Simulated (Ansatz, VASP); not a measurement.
ZnS in VASP and in Ansatz

```xyz
2
Lattice="0.0000 2.6494 2.6494 2.6494 0.0000 2.6494 2.6494 2.6494 0.0000" Properties=species:S:1:pos:R:3 pbc="T T T"
Zn    0.0000    0.0000    0.0000
S     3.9742    3.9742    3.9742
```

Change from the starting cell: volume scaled by 0.94.

Alike in both runs: task single point; functional PBE; k mesh 8 × 8 × 8; occupations fermi-dirac, width 0.01 eV; no spin polarisation.

```csv
,VASP,Ansatz
version,VASP 6.6.1,Ansatz 0.2.0
potentials or method,"VASP PAW PBE potentials, release 64 (Zn, S), cutoff 520 eV","all-electron LAPW, scalar-relativistic"
```

```csv
,VASP,Ansatz,Ansatz less VASP
gap on the k mesh at the Fermi level (eV),2.38,2.37,-0.005
pressure (GPa),6.9,6.7,-0.14
```

Ansatz ran all-electron here, so the differences hold the error of VASP's frozen core and of both bases.
